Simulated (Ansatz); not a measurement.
Input for Ansatz (plane-wave DFT, PAW):

```yaml
crystal:
  lattice:
    - [2.959053431, -2.9645926788, 0.1814803641]
    - [2.959053431, 2.9645926788, 0.1814803641]
    - [-0.3641963768, 0.0, 5.9387846209]
  atoms:
    - { symbol: Pb, position: [0.7500168789, 0.7500168789, 0.7499299727] }
    - { symbol: Pb, position: [0.2499831211, 0.2499831211, 0.2500700273] }
    - { symbol: S, position: [0.2500274692, 0.2500274692, 0.7497205614] }
    - { symbol: S, position: [0.7499725308, 0.7499725308, 0.2502794386] }
basis:
  ecutwfc: 420
kpoints:
  mp_grid: { grid: [8, 8, 6] }
hamiltonian:
  xc: pbe
  dispersion: d3bj
scf:
  occupations: { method: gaussian, width: 0.02 }
output:
  forces: true
  stress: true
  eigenvalues: true
  write_density: true
  write_potential: true
  elf: true
  volumetric_format: npy
relax:
  adjacent_minimum: "off"
  f_tol: 0.005
  max_steps: 80
  cell: { stress_tol: 0.05 }
```

Run as
```bash
ansatz run input.yaml --threads 1 --pin off --max-ram 2560MiB --backend cpu --events-out ev --progress --plain --runs-dir out
```

Computed with DFT PBE+D3(BJ), scalar-relativistic, plane waves, PAW (Ansatz 0.2.0).

From the run's log, abridged:

```
Pseudopotentials: kind: paw
Pseudopotential: Pb, paw, valence charge 14, recommended cutoff 420 eV (normal)
Pseudopotential: S, paw, valence charge 6, recommended cutoff 420 eV (normal)
Functional definition: PBE
Crystal: 4 atoms, lattice volume = 104.587 Å³
Basis set: ecut = 420 eV, 1999 PW (Γ), exchange–correlation on 60×60×80 points (8 copies of the dense FFT grid, shifted against one another)
Bands: 24, of which v1, the nominal top of the filled ones, is band 20 counted from 1 (19 counted from 0)
Symmetry: 4 space group operations
Space group: C2/m (ITA 12), of the structure as read, at distance tolerance 4.7e-5 Å
k-points: 114 of 384
Initial density: superposition of atomic densities (neutral atoms: chi_scale 0, normalization atom), corrected by the library's trained network
Initial wavefunctions: pseudopotential atomic-orbital guess
Functional: x = pbe(κ = 0.804, μ = 0.21951497), c = pbe(β = 0.06672455)
SCF iter   1: F=—  HF=-25620.505574 eV  |F-HF|=—  |Δ(HF+E_count)|=         —  Δρ=8.00e-4  dr2=9.73e-4  ethr=1.77e-3  ⟨swp⟩=6.8  Hψ=13447  notcnv=0
SCF iter   2: F=—  HF=-25620.503037 eV  |F-HF|=—  |Δ(HF+E_count)|=   2.54e-3  Δρ=4.53e-4  dr2=1.89e-4  ethr=2.43e-6  ⟨swp⟩=2.1  Hψ=6115  notcnv=0
SCF iter   3: F=—  HF=-25620.503119 eV  |F-HF|=—  |Δ(HF+E_count)|=   8.19e-5  Δρ=1.51e-4  dr2=1.76e-5  ethr=4.73e-7  ⟨swp⟩=2.0  Hψ=3681  notcnv=0
SCF iter   4: F=—  HF=-25620.503004 eV  |F-HF|=—  |Δ(HF+E_count)|=   1.16e-4  Δρ=5.18e-5  dr2=3.32e-6  ethr=4.41e-8  ⟨swp⟩=2.6  Hψ=3805  notcnv=0
SCF iter   5: F=—  HF=-25620.503006 eV  |F-HF|=—  |Δ(HF+E_count)|=   2.80e-6  Δρ=1.59e-5  dr2=2.35e-7  ethr=8.30e-9  ⟨swp⟩=2.0  Hψ=3817  notcnv=0
SCF iter   6: F=-25620.503007 eV  HF=-25620.503007 eV  |F-HF|=4.66e-9  |Δ(HF+E_count)|=   2.82e-7  Δρ=2.35e-6  dr2=4.81e-9  ethr=2.50e-10  ⟨swp⟩=9.4  Hψ=20363  notcnv=0
SCF 1 converged in 6 iterations: F = -25620.503007 eV  dr2 = 4.81e-9
relax step   1: F+E_penalty+E_count = -25620.50300671 eV  Δ(F+E_penalty+E_count) = +0.000e0 eV  max|allowed force component| = 2.018e-3 eV/Å  Δτ_max = 0.0000 Å  P = -0.049 GPa  Ω = 104.587 Å³  (6 SCF iters, dr2 threshold 1.00e-7 eV, accepted)
Crystal: 4 atoms, lattice volume = 104.428 Å³
Initial density: handed on by an earlier stage of this run
Initial wavefunctions: those handed on with the density
SCF iter   1: F=—  HF=-25620.503444 eV  |F-HF|=—  |Δ(HF+E_count)|=         —  Δρ=1.56e-4  dr2=3.42e-5  ethr=4.99e-8  ⟨swp⟩=3.0  Hψ=18822  notcnv=0
SCF iter   2: F=—  HF=-25620.503307 eV  |F-HF|=—  |Δ(HF+E_count)|=   1.37e-4  Δρ=9.03e-5  dr2=1.19e-5  ethr=4.99e-8  ⟨swp⟩=1.9  Hψ=3781  notcnv=0
SCF iter   3: F=-25620.503303 eV  HF=-25620.503303 eV  |F-HF|=4.19e-8  |Δ(HF+E_count)|=   4.31e-6  Δρ=8.81e-6  dr2=6.93e-8  ethr=6.77e-10  ⟨swp⟩=8.5  Hψ=21978  notcnv=0
SCF 2 converged in 3 iterations: F = -25620.503303 eV  dr2 = 6.93e-8
relax step   2: F+E_penalty+E_count = -25620.50330309 eV  Δ(F+E_penalty+E_count) = -2.964e-4 eV  max|allowed force component| = 1.745e-3 eV/Å  Δτ_max = 0.0009 Å  P = +0.036 GPa  Ω = 104.428 Å³  energy of the carried Pulay correction = +1.591e-5 eV  (3 SCF iters, dr2 threshold 2.71e-7 eV, accepted)
Crystal: 4 atoms, lattice volume = 104.503 Å³
SCF iter   1: F=—  HF=-25620.503460 eV  |F-HF|=—  |Δ(HF+E_count)|=         —  Δρ=3.88e-5  dr2=1.73e-6  ethr=5.39e-9  ⟨swp⟩=3.0  Hψ=18399  notcnv=0
SCF iter   2: F=—  HF=-25620.503330 eV  |F-HF|=—  |Δ(HF+E_count)|=   1.30e-4  Δρ=2.21e-5  dr2=5.91e-7  ethr=4.33e-9  ⟨swp⟩=1.0  Hψ=2736  notcnv=0
SCF iter   3: F=-25620.503330 eV  HF=-25620.503330 eV  |F-HF|=8.53e-9  |Δ(HF+E_count)|=   1.92e-7  Δρ=3.47e-6  dr2=1.86e-8  ethr=9.18e-11  ⟨swp⟩=7.3  Hψ=19491  notcnv=0
SCF 3 converged in 3 iterations: F = -25620.503330 eV  dr2 = 1.86e-8
relax step   3: F+E_penalty+E_count = -25620.50333024 eV  Δ(F+E_penalty+E_count) = -2.714e-5 eV  max|allowed force component| = 1.188e-3 eV/Å  Δτ_max = 0.0004 Å  P = -0.005 GPa  Ω = 104.503 Å³  energy of the carried Pulay correction = +8.375e-6 eV  (3 SCF iters, dr2 threshold 3.67e-8 eV, accepted)
Initial wavefunctions: pseudopotential atomic-orbital guess (no wavefunctions were taken with the density)
SCF iter   1: F=—  HF=-25620.503452 eV  |F-HF|=—  |Δ(HF+E_count)|=         —  Δρ=5.05e-6  dr2=3.11e-8  ethr=1.85e-7  ⟨swp⟩=3.4  Hψ=21625  notcnv=0
SCF iter   2: F=—  HF=-25620.503322 eV  |F-HF|=—  |Δ(HF+E_count)|=   1.30e-4  Δρ=1.71e-6  dr2=2.14e-9  ethr=7.78e-11  ⟨swp⟩=2.8  Hψ=5646  notcnv=0
SCF iter   3: F=—  HF=-25620.503322 eV  |F-HF|=—  |Δ(HF+E_count)|=   1.24e-9  Δρ=9.89e-7  dr2=8.84e-10  ethr=5.34e-12  ⟨swp⟩=1.8  Hψ=3229  notcnv=0
SCF iter   4: F=-25620.503322 eV  HF=-25620.503322 eV  |F-HF|=4.37e-11  |Δ(HF+E_count)|=  8.55e-10  Δρ=1.54e-7  dr2=2.38e-11  ethr=1.00e-12  ⟨swp⟩=5.2  Hψ=16114  notcnv=0
SCF 4 converged in 4 iterations: F = -25620.503322 eV  dr2 = 2.38e-11
SCF converged after 4 iterations
Free energy (F): -25620.503322 eV
Harris-Foulkes:  -25620.503322 eV  (|F-HF|=4.37e-11)
Internal energy: -25620.503322 eV  (E = F + TS)
E sigma→0 (E₀):  -25620.503322 eV
Fermi energy:    8.612030 eV
--- Per-component energies (eV) ---
  E_band       = -111.172397
  E_kinetic    = 787.406511
  E_local      = -2445.174554  (includes V_loc(G=0)·N_el)
  E_nonlocal   = 757.074962
  E_hartree    = 950.679306
  E_xc         = -637.212365
  E_vxc        = -441.173134  (∫ρ·V_xc dr)
  E_paw        = -22006.724197  (= ΣΔE_a)
  E_vpaw       = -670.664927  (= ΣTr[D̂ρ^β])
  E_aug_tail   = 0.000105  (compensation charges beyond the density's cutoff)
  E_ewald      = -3025.166069
  E_disp       = -1.387020  (pairwise vdW)
  E_smearing   =  0.000000  (= −TS)
--- Forces (eV/Å), atoms counted from 1 ---
  atom   1  Pb    -0.00001682     0.00000000     0.00071719
  atom   2  Pb     0.00001682     0.00000000    -0.00071719
  atom   3  S     -0.00011390     0.00000000     0.00119123
  atom   4  S      0.00011390     0.00000000    -0.00119123
--- Stress (GPa, compression-positive) ---
       -0.005469       0.000000      -0.000079
        0.000000      -0.005482       0.000000
       -0.000079       0.000000      -0.004216
  P = ⅓ Tr σ = -0.0051 GPa (-0.051 kbar)
--- Band table (eV; the first three rows and the last of 114) ---
  k-point 0: bands = ["-8.5395", "-8.4270", "-8.4019", "-8.4019", "-8.4017", "-8.3860", "-8.3857", "-8.3601", "-8.3414", "-8.3414", "-5.1576", "-3.4928", "1.2399", "2.3971", "3.2403", "4.9925", "4.9925", "6.2583", "6.2583", "6.2601", "12.2865", "13.6334", "13.6387", "13.6387"]
  k-point 1: bands = ["-8.5250", "-8.4253", "-8.4034", "-8.3980", "-8.3980", "-8.3911", "-8.3840", "-8.3618", "-8.3456", "-8.3456", "-5.0778", "-3.6454", "1.0935", "2.1366", "3.8448", "5.0704", "5.0704", "6.1672", "6.1672", "6.6735", "12.3842", "12.3874", "13.4220", "13.4220"]
  k-point 2: bands = ["-8.4880", "-8.4207", "-8.4096", "-8.4080", "-8.3873", "-8.3873", "-8.3793", "-8.3665", "-8.3571", "-8.3571", "-4.8410", "-4.0248", "1.0168", "1.6328", "5.1873", "5.2884", "5.2884", "5.9223", "5.9223", "7.3315", "10.7724", "12.1720", "12.6770", "13.2463"]
  k-point 113: bands = ["-8.4953", "-8.4953", "-8.3856", "-8.3856", "-8.3855", "-8.3855", "-8.3846", "-8.3846", "-8.3411", "-8.3411", "-3.4525", "-3.4525", "0.4963", "0.4963", "4.0074", "4.0074", "4.0107", "4.0107", "7.4019", "7.4019", "10.6152", "10.6152", "13.0842", "13.0842"]
--- Relaxed structure (3 steps of the walk, 3 accepted, 1 SCFs on fresh bases) ---
  F+E_penalty+E_count = -25620.50332219 eV   max|allowed force component| = 1.191e-3 eV/Å   (the final SCF, on the basis selected at the relaxed cell)
  cell:  # Å, volume = 104.5032 Å³
    - [2.96147657, -2.96704074, 0.18162089]
    - [2.96147657, 2.96704074, 0.18162089]
    - [-0.36332437, 0.0, 5.92430260]
  atoms:
    - { symbol: Pb, position: [0.74999857, 0.74999857, 0.74994922] }
    - { symbol: Pb, position: [0.25000142, 0.25000142, 0.25005077] }
    - { symbol: S, position: [0.25000537, 0.25000537, 0.74984605] }
    - { symbol: S, position: [0.74999462, 0.74999462, 0.25015394] }
```

The relaxation met its thresholds.

It took 71 s on 1 thread of Arm Neoverse V1, with other jobs on the host, peak memory 0.51 GiB.

Spin–orbit coupling is left out, which can shift energies with elements as heavy as these. An atom lies near a switch of its D3 coefficient C6 between reference coordination numbers, so the dispersion energy changes steeply there and can make or shift the minimum.